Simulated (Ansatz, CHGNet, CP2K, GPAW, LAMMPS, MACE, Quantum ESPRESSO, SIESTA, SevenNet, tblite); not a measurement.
**SIESTA on liquid Al2O3 at 2500 K (95 atoms): settings against a plane-wave reference**

How do the settings of SIESTA change the result for liquid Al2O3 at 2500 K (95 atoms)? A plane-wave run serves as the yardstick.

Method: the method is named at each step, in SIESTA 5.4.2.

## (1) Set-up

The cell holds 95 atoms: 38 Al and 57 O. Its edges and angles: a = 10.461 Å, b = 10.461 Å, c = 10.461 Å, α = 90.0°, β = 90.0°, γ = 90.0°. 95 atoms (38 Al, 57 O) placed at random at 2.81 g/cm³, melted at 4500 K for 20 ps at fixed volume with the Morse and Coulomb pair potential with partial charges (Pedone, Malavasi, Menziani, Cormack and Segre, J. Phys. Chem. B 110, 11780 (2006)). Snapshot at the end of a hold of 20 ps at 2500 K and fixed volume.

The yardstick, on the same geometry:

- method: Kohn-Sham DFT, PBE, PAW, plane waves (Ansatz 0.2.0); cutoff 420 eV, Γ point, fermi-dirac smearing of 0.05 eV; PAW set soft_2
- r.m.s. force component: 2.712 eV/Å
- longest force: 13.66 eV/Å
- pressure: 4.095 GPa
- gap (highest filled to lowest empty level): 1.409 eV
- SCF cycles: 10
- time: 14 s on 4 threads of Arm Neoverse V2, shared host
- CPU time: 51 s

## (2) PBE, DZP, shift 0.01 Ry, mesh 500 Ry

Method: Kohn-Sham DFT, PBE, PseudoDojo 0.4.1 norm-conserving pseudopotentials (converted to PSML), numerical atomic orbitals (DZP), diagonalisation.

The .psml files are PseudoDojo norm-conserving potentials that we converted to this format, checked against plane waves on the same files for H, C, O, Si, Ge and Ca alone.

input.fdf reads:

```
SystemLabel cell
NumberOfAtoms 95
NumberOfSpecies 2
%block ChemicalSpeciesLabel
  1 13 Al
  2 8 O
%endblock ChemicalSpeciesLabel
LatticeConstant 1.0 Ang
%block LatticeVectors
  10.46110 0.00000 0.00000
  0.00000 10.46110 0.00000
  0.00000 0.00000 10.46110
%endblock LatticeVectors
PAO.BasisSize DZP
PAO.EnergyShift 0.01 Ry
XC.Functional GGA
XC.Authors PBE
MeshCutoff 500 Ry
%block kgrid_Monkhorst_Pack
  1 0 0 0.0
  0 1 0 0.0
  0 0 1 0.0
%endblock kgrid_Monkhorst_Pack
SolutionMethod diagon
OccupationFunction FD
ElectronicTemperature 580 K
SCF.Mixer.Method Pulay
SCF.Mixer.Weight 0.15
SCF.Mixer.History 8
SCF.Mix Hamiltonian
MaxSCFIterations 300
SCF.DM.Tolerance 1e-04
SCF.H.Tolerance 1.0e-3 eV
WriteForces T
Write.HirshfeldPop T
Write.VoronoiPop T
Write.DM F
Write.H F
XML.Write F
AtomicCoordinatesFormat Fractional
%block AtomicCoordinatesAndAtomicSpecies
  0.31092 0.51954 0.21712 1
  0.72508 0.71464 0.51916 1
  0.26028 0.24210 0.79901 1
  0.88878 0.06937 0.19112 1
  0.90041 0.62339 0.28648 1
  0.68242 0.21330 0.99994 1
  0.70029 0.39764 0.17473 1
  0.88722 0.30090 0.84609 1
  0.67418 0.86242 0.28690 1
  0.66824 0.48780 0.73504 1
  0.82751 0.98856 0.88671 1
  0.10574 0.71448 0.45568 1
  0.06069 0.38405 0.60796 1
  0.71132 0.16131 0.29101 1
  0.48339 0.41899 0.94898 1
  0.10918 0.99850 0.34860 1
  0.96809 0.15614 0.54675 1
  0.21492 0.87924 0.64562 1
  0.16972 0.24799 0.24853 1
  0.52350 0.92503 0.08701 1
  0.19263 0.53841 0.85032 1
  0.38214 0.15450 0.04421 1
  0.27903 0.85572 0.91037 1
  0.40429 0.66326 0.73649 1
  0.35397 0.35611 0.55683 1
  0.10780 0.04185 0.99357 1
  0.07742 0.69380 0.03171 1
  0.63458 0.98000 0.53319 1
  0.80349 0.73535 0.02785 1
  0.59718 0.74641 0.85087 1
  0.06507 0.44710 0.37906 1
  0.92781 0.87977 0.61762 1
  0.59628 0.19822 0.72938 1
  0.91061 0.57390 0.77123 1
  0.74312 0.41029 0.45198 1
  0.49851 0.58581 0.49429 1
  0.34268 0.84513 0.35635 1
  0.42871 0.13587 0.34358 1
  0.32855 0.00307 0.39111 2
  0.18888 0.25679 0.63664 2
  0.42985 0.24662 0.66374 2
  0.64649 0.35113 0.68770 2
  0.39600 0.97644 0.04057 2
  0.31435 0.18043 0.18480 2
  0.16529 0.82429 0.34898 2
  0.08012 0.20734 0.36156 2
  0.65031 0.91427 0.96641 2
  0.63625 0.07520 0.65201 2
  0.80979 0.44518 0.81825 2
  0.60142 0.07753 0.38552 2
  0.59301 0.83146 0.48154 2
  0.49262 0.21991 0.93808 2
  0.82101 0.63108 0.63804 2
  0.03693 0.60830 0.35360 2
  0.93132 0.96270 0.76538 2
  0.18174 0.40529 0.25607 2
[... 35 atom lines left out ...]
  0.31705 0.80579 0.55228 2
  0.04404 0.47431 0.74946 2
  0.25267 0.15125 0.94798 2
  0.92510 0.98806 0.00654 2
%endblock AtomicCoordinatesAndAtomicSpecies
```

The run is started by

```bash
> OMP_NUM_THREADS=1 mpirun -np 2 siesta < input.fdf > output.txt
```

Output:

```text
Version         : 5.4.2
reinit: System Name:
reinit: System Label: cell
initatom: Reading input for the pseudopotentials and atomic orbitals ----------
Species number:   1 Atomic number:   13 Label: Al
Species number:   2 Atomic number:    8 Label: O
Ground state valence configuration (from tables):   3s02  3p01  3d00  4f00
Ground state valence configuration (from tables):   2s02  2p04  3d00  4f00
---- Processing specs for species: Al
GGA--PBE XC_GGA_X_PBE--XC_GGA_C_PBE pb
---- Processing specs for species: O
GGA--PBE XC_GGA_X_PBE--XC_GGA_C_PBE pb
Al pseudopotential only contains V_ls up to l=2 -- lmxkb reset.
O pseudopotential only contains V_ls up to l=2 -- lmxkb reset.
Using PAO.SplitTailNorm
%block ChemicalSpeciesLabel
    1   13 Al                      # Species index, atomic number, species label
    2    8 O                       # Species index, atomic number, species label
%endblock ChemicalSpeciesLabel
%block PAO.Basis                 # Define Basis set
Al                    2                    # Species label, number of l-shells
 n=3   0   2                         # n, l, Nzeta
   6.130      4.449
   1.000      1.000
 n=3   1   2 P   1                   # n, l, Nzeta, Polarization, NzetaPol
   7.969      5.883
   1.000      1.000
O                     2                    # Species label, number of l-shells
 n=2   0   2                         # n, l, Nzeta
   3.532      2.299
   1.000      1.000
 n=2   1   2 P   1                   # n, l, Nzeta, Polarization, NzetaPol
   4.300      2.782
   1.000      1.000
%endblock PAO.Basis
coor:   Atomic-coordinates input format  =     Fractional
siesta: System type = bulk
initatomlists: Number of atoms, orbitals, and projectors:     95  1235  1425
siesta: ******************** Simulation parameters ****************************
Total number of electrons:   456.000000
Total ionic charge:   456.000000
 Kpoints in:            1 . Kpoints trimmed:            1
siesta: k-grid: Number of k-points = 1
siesta: k-points from Monkhorst-Pack grid
siesta: k-cutoff (effective) =     5.231 Ang
siesta: k-point supercell and displacements
siesta: k-grid:     1     0     0      0.000
siesta: k-grid:     0     1     0      0.000
siesta: k-grid:     0     0     1      0.000
                     ====================================
                        Single-point calculation
                     ====================================
outcell: Unit cell vectors (Ang):
       10.461100    0.000000    0.000000
        0.000000   10.461100    0.000000
        0.000000    0.000000   10.461100
outcell: Cell vector modules (Ang)   :   10.461100   10.461100   10.461100
outcell: Cell angles (23,13,12) (deg):     90.0000     90.0000     90.0000
outcell: Cell volume (Ang**3)        :   1144.8064
Gamma-point calculation with multiply-connected orbital pairs
Gamma-point calculation with multiply-connected orbital pairs
Folding of H and S implicitly performed
Folding of H and S implicitly performed
new_DM -- step:     1
Initializing Density Matrix...
Attempting to read DM from file... Failed...
DM filled with atomic data:
InitMesh: MESH = 144 x 144 x 144 = 2985984
InitMesh: Mesh cutoff (required, used) =   500.000   523.688 Ry
stepf: Fermi-Dirac step function
        iscf     Eharris(eV)        E_KS(eV)     FreeEng(eV)     dDmax    Ef(eV) dHmax(eV)
   scf:    1   -27868.292532   -28029.360771   -28029.360771  1.814596 -6.893190 11.634844
   scf:    2   -28124.681138   -28081.189253   -28081.189253  0.067846 -6.278667  7.188155
   scf:    3   -28117.848448   -28110.541896   -28110.541903  0.104324 -5.422775  2.400347
   scf:    4   -28111.049957   -28110.980964   -28110.980964  0.024639 -5.590762  0.451329
   scf:    5   -28111.178679   -28111.093486   -28111.093486  0.012873 -5.580981  0.465172
   scf:    6   -28111.203481   -28111.154820   -28111.154824  0.024000 -5.537559  0.142251
[...]
scf:   10   -28111.168723   -28111.168662   -28111.168667  0.000620 -5.538941  0.004573
   scf:   11   -28111.168683   -28111.168674   -28111.168680  0.000290 -5.539453  0.004655
   scf:   12   -28111.168677   -28111.168676   -28111.168681  0.000048 -5.539209  0.000744
SCF Convergence by DM+H criterion
max |DM_out - DM_in|         :     0.0000482123
max |H_out - H_in|      (eV) :     0.0007438958
SCF cycle converged after 12 iterations
Using DM_out to compute the final energy and forces
siesta: E_KS(eV) =           -28111.1687
siesta: E_KS - E_eggbox =    -28111.1687
siesta: Atomic forces (eV/Ang):
     1    1.255274   -0.040886    0.188909
     2    0.794920   -0.017237    1.796567
     3    0.905766    0.065700   -1.831273
     4    5.569126    0.137440   -5.814213
     5   -1.815493   -2.440828   -8.960558
     6   -3.342584   -2.500996    3.770200
[...]
93    2.691628    0.051590    0.939579
    94   -3.853894   -0.384338   -1.946439
    95    2.803876    0.756373    5.807144
----------------------------------------
   Tot    0.002949    0.005401    0.001175
----------------------------------------
   Max   13.007754
   Res    2.961024    sqrt( Sum f_i^2 / 3N )
----------------------------------------
   Max   13.007754    constrained
Stress tensor Voigt[x,y,z,yz,xz,xy] (kbar):      -57.05      -55.31      -96.44      -41.42      -10.84       -9.16
(Free)E + p*V (eV/cell)   -28061.4377
Target enthalpy (eV/cell)   -28111.1687
siesta: Program's energy decomposition (eV):
siesta: Ebs     =     -6159.758433
siesta: Eions   =     42854.756681
siesta: Ena     =      7746.096715
siesta: Ekin    =     18482.010094
siesta: Enl     =     -3760.084621
siesta: DEna    =       -56.816194
siesta: DUscf   =        41.085855
siesta: Ex      =     -7162.342321
siesta: Ec      =      -546.361523
siesta: Exc     =     -7708.703843
siesta: Eharris =    -28111.168677
siesta: Etot    =    -28111.168676
siesta: FreeEng =    -28111.168681
siesta: Final energy (eV):
siesta:  Band Struct. =   -6159.758433
siesta:       Kinetic =   18482.010094
siesta:       Hartree =    9794.883209
siesta:         Exch. =   -7162.342321
siesta:         Corr. =    -546.361523
siesta:   Exch.-corr. =   -7708.703843
siesta:  Ion-electron =  -35728.097529
siesta:       Ion-ion =  -12951.260606
siesta:         Total =  -28111.168676
siesta:         Fermi =      -5.539209
siesta: Stress tensor (static) (eV/Ang**3):
siesta:    -0.035607   -0.005716   -0.006768
siesta:    -0.005716   -0.034524   -0.025851
siesta:    -0.006768   -0.025851   -0.060191
siesta: Cell volume =       1144.806432 Ang**3
siesta: Pressure (static):
siesta:                Solid            Molecule  Units
siesta:           0.00047313          0.00071165  Ry/Bohr**3
siesta:           0.04344055          0.06534095  eV/Ang**3
siesta:          69.59943244        104.68774090  kBar
    Orbital volume contribution        =          55.629022 eV
    (Free)E + p_basis*V_orbitals       =      -28055.539659 eV
    (Free)Eharris+ p_basis*V_orbitals  =      -28055.539660 eV
Hirshfeld Atomic Populations:
Atom #   charge [q] valence [e]  Species
     1     0.498326    2.501674  Al
     2     0.293643    2.706357  Al
     3     0.454920    2.545080  Al
     4     0.425983    2.574017  Al
     5     0.328149    2.671851  Al
     6     0.356541    2.643459  Al
[...]
39    -0.282051    6.282051  O
    40    -0.249909    6.249909  O
    41    -0.307377    6.307377  O
    42    -0.302660    6.302660  O
    43    -0.309421    6.309421  O
    44    -0.246491    6.246491  O
[...]
--------------------
 Total    -0.000002
Voronoi Atomic Populations:
Atom #   charge [q] valence [e]  Species
[...]
36     0.534607    2.465393  Al
    37     0.464953    2.535047  Al
    38     0.506220    2.493780  Al
[...]
93    -0.262594    6.262594  O
    94    -0.278775    6.278775  O
    95    -0.305141    6.305141  O
--------------------
 Total    -0.000002
```

The job ended after 4.9 min (2 MPI ranks of Arm Neoverse V2, shared host; peak memory 2.9 GiB; 9.7 min of CPU time).

Banners, paths, timers and routine set-up lines are dropped from the logs unmarked, and long logs keep their key lines alone; longer cuts are marked.

Against the reference:

```yaml
r_m_s_force_component: 2.961 eV/Å
r_m_s_difference_of_force_components: 308.9 meV/Å
longest_difference_of_force_vectors: 1111 meV/Å
force_difference_over_r_m_s_force: 11.39 %
slope_of_forces_against_the_reference_s: 1.089
correlation_of_force_components: 0.9979
spacing_of_highest_filled_and_lowest_empty_level: 1.335 eV
gap_difference: -0.0736 eV
pressure: 6.96 GPa
pressure_difference: 2.865 GPa
```

Length of the force difference by element (eV/Å):

```
element  atoms  mean  most
     Al     38  0.49   1.1
      O     57  0.47   1.1
```

Levels nearest the highest filled one (eV from it): -0.89, -0.83, -0.76, -0.64, -0.55, -0.42, -0.40, -0.34, -0.20, -0.13, -0.09, 0.00, 1.34, 2.58, 2.79, 3.28, 3.36, 3.57, 3.74, 3.92, 4.03, 4.18, 4.26, 4.31.

A closer look about Al28, picked at random: 14 atoms, nearest first, numbered in the order of the input, with positions taken from that point.

```
atom      x      y      z  distance (Å)  bonds  Hirshfeld charge (e)     Fx     Fy  Fz (eV/Å)
Al28   0.00   0.00   0.00          0.00      4                  0.42   0.85  -0.56      -2.28
 O48   0.02   1.00   1.24          1.59      2                 -0.33   0.90  -1.79       1.20
 O51  -0.43  -1.55  -0.54          1.70      3                 -0.25  -2.31  -3.47      -4.60
 O82   1.40  -1.14   0.53          1.88      3                 -0.25   2.53   1.15      -0.21
 O50  -0.35   1.02  -1.54          1.88      3                 -0.23  -2.92  -1.39       0.79
 Al9   0.41  -1.23  -2.58          2.88      5                  0.38  -2.61   0.30       3.78
 Al2   0.95  -2.78  -0.15          2.94      6                  0.29   0.79  -0.02       1.80
Al33  -0.40   2.28   2.05          3.10      5                  0.42  -3.85   4.04       1.30
 O61   1.69  -0.04  -2.71          3.19      3                 -0.24  -0.89   0.34       1.83
 O67   1.70   2.48  -1.13          3.21      3                 -0.30   2.88   0.01       2.69
Al14   0.80   1.90  -2.53          3.27      6                  0.26  -3.24   1.79       0.82
Al38  -2.15   1.63  -1.98          3.35      4                  0.43   0.46  -1.95      -1.00
Al32   3.07  -1.05   0.88          3.36      4                  0.43   0.91   1.27       2.31
 O69  -0.53  -2.83   1.76          3.37      3                 -0.26  -1.66  -1.41      -4.80
```

Forces lie 11 % from the reference's, at 11 times its CPU time (on 2 against 4 cores).

## (3) PBE, DZ, shift 0.01 Ry, mesh 500 Ry

Method: Kohn-Sham DFT, PBE, PseudoDojo 0.4.1 norm-conserving pseudopotentials (converted to PSML), numerical atomic orbitals (DZ), diagonalisation.

input.fdf: that of step 2 with these lines changed.

```diff
@@ -13,3 +13,3 @@
 %endblock LatticeVectors
-PAO.BasisSize DZP
+PAO.BasisSize DZ
 PAO.EnergyShift 0.01 Ry
```

Output:

```text
Version         : 5.4.2
reinit: System Name:
reinit: System Label: cell
initatom: Reading input for the pseudopotentials and atomic orbitals ----------
Species number:   1 Atomic number:   13 Label: Al
Species number:   2 Atomic number:    8 Label: O
Ground state valence configuration (from tables):   3s02  3p01  3d00  4f00
Ground state valence configuration (from tables):   2s02  2p04  3d00  4f00
---- Processing specs for species: Al
GGA--PBE XC_GGA_X_PBE--XC_GGA_C_PBE pb
---- Processing specs for species: O
GGA--PBE XC_GGA_X_PBE--XC_GGA_C_PBE pb
[... lines left out ...]
stepf: Fermi-Dirac step function
        iscf     Eharris(eV)        E_KS(eV)     FreeEng(eV)     dDmax    Ef(eV) dHmax(eV)
[... lines left out ...]
SCF Convergence by DM+H criterion
[... lines left out ...]
SCF cycle converged after 13 iterations
[... lines left out ...]
   Max   13.785667
[... lines left out ...]
   Max   13.785667    constrained
Stress tensor Voigt[x,y,z,yz,xz,xy] (kbar):     -106.54     -105.92     -160.34      -51.91       -4.12       -1.73
[... lines left out ...]
siesta: FreeEng =    -28062.651308
[... lines left out ...]
siesta:       Ion-ion =  -12951.260606
siesta:         Total =  -28062.651279
siesta:         Fermi =      -5.263320
siesta: Stress tensor (static) (eV/Ang**3):
siesta:    -0.066499   -0.001079   -0.002573
siesta:    -0.001079   -0.066109   -0.032402
siesta:    -0.002573   -0.032402   -0.100079
siesta: Cell volume =       1144.806432 Ang**3
siesta: Pressure (static):
siesta:                Solid            Molecule  Units
siesta:           0.00084476          0.00108050  Ry/Bohr**3
siesta:           0.07756235          0.09920682  eV/Ang**3
siesta:         124.26858492        158.94684367  kBar
    Orbital volume contribution        =          37.217221 eV
    (Free)E + p_basis*V_orbitals       =      -28025.434087 eV
    (Free)Eharris+ p_basis*V_orbitals  =      -28025.434088 eV
Hirshfeld Atomic Populations:
Atom #   charge [q] valence [e]  Species
     1     0.532689    2.467311  Al
     2     0.326832    2.673168  Al
     3     0.491003    2.508997  Al
[...]
39    -0.302751    6.302751  O
    40    -0.273207    6.273207  O
    41    -0.328437    6.328437  O
[...]
--------------------
 Total    -0.000007
Voronoi Atomic Populations:
Atom #   charge [q] valence [e]  Species
[...]
37     0.518637    2.481363  Al
    38     0.552942    2.447058  Al
[...]
94    -0.303592    6.303592  O
    95    -0.333148    6.333148  O
--------------------
 Total    -0.000007
```

Wall time 1.8 min (2 MPI ranks); peak memory 1.7 GiB; 3.5 min of CPU time.

Numbers from this run, and their distance from the reference:

```yaml
r_m_s_force_component: 3.362 eV/Å
r_m_s_difference_of_force_components: 802.7 meV/Å
longest_difference_of_force_vectors: 2786 meV/Å
force_difference_over_r_m_s_force: 29.6 %
slope_of_forces_against_the_reference_s: 1.225
correlation_of_force_components: 0.9878
spacing_of_highest_filled_and_lowest_empty_level: 1.157 eV
gap_difference: -0.2514 eV
pressure: 12.43 GPa
pressure_difference: 8.332 GPa
```

This is a coarse setting, run to see what it loses.

Against the first run (11 %), the force difference from the reference is 30 %, at 0.36 times the CPU time, with 760 basis functions against 1235: the smaller basis costs accuracy.

## (4) All runs compared

Differences are against the plane-wave reference, forces as r.m.s. over components; share is that over the reference's r.m.s. force, slope the least-squares factor from reference forces to these. Total energies of different programs have different zeros and aren't compared.

```
                                                run  Δ force, r.m.s. (meV/Å)  share (%)  slope  Δ pressure (GPa)  Δ gap (eV)  cores  CPU time  memory (GiB)
                                          reference                        -          -      -                 -           -      4      51 s           1.3
        SIESTA PBE, DZP, shift 0.01 Ry, mesh 500 Ry                      309       11.4  1.089              2.87     -0.0736      2   9.7 min           2.9
SIESTA PBE, DZ, shift 0.01 Ry, mesh 500 Ry (coarse)                      803       29.6  1.225              8.33      -0.251      2   3.5 min           1.7
```

Rows marked coarse were listed beforehand as settings not expected to be converged; some can still land near the reference.

CPU time is summed over cores on a shared host, where runs went side by side, so it is rough. Symmetry, cutoffs, thresholds, outputs and thread counts weren't matched or tuned between programs; memory under MPI is the largest rank's times the ranks.

## (5) Results

```
nearest in forces : SIESTA PBE, DZP, shift 0.01 Ry, mesh 500 Ry, 11 %
its CPU time      : 9.7 min
```

The PBE run in local orbitals, coarse settings apart, differs by 11 % (SIESTA PBE, DZP, shift 0.01 Ry, mesh 500 Ry); basis, grid and potentials can all enter. Runs with settings chosen to be coarse differ by 30 % (SIESTA PBE, DZ, shift 0.01 Ry, mesh 500 Ry), their programs' other errors included. None of the electronic-structure runs in the table takes under half the reference's CPU time of 51 s; they take 4.2 to 11 times as much. SIESTA PBE, DZ, shift 0.01 Ry, mesh 500 Ry stiffens the forces by a factor of 1.22 while following their directions (correlation 0.988); the slopes of the 2 SIESTA runs lie between 1.09 and 1.22. At the same functional, gaps differ from the reference's 1.41 eV by between -0.25 and -0.07 eV. In pressure, SIESTA PBE, DZ, shift 0.01 Ry, mesh 500 Ry misses by +8.3 GPa, at the same functional. The frame stands for 2500 K, but pressures are static and levels are smeared at 580 K. The network of bonds at the start is that of the classical potential that made the cell, and needn't be the one that DFT or experiment would give. The reference's stress is far from hydrostatic: its diagonal is 3.0, 2.9, 6.4 GPa, compression counted positive. The electronic-structure runs sample only Γ, in a cell whose shortest periodic width is 10 Å.

[Also dropped from logs without a mark: logging warnings of Python, and SIESTA's first energy breakdown and zero terms.]

[Logs are printed without paths, hosts, clocks, repeated set-up lines and the standing remarks that a program may print on its own settings, such as how far it seeks lower states.]

[Hosts, paths, dates, database ids (printed as entryN), source tags and the programs' standing remarks are cut or masked in the printed files.]
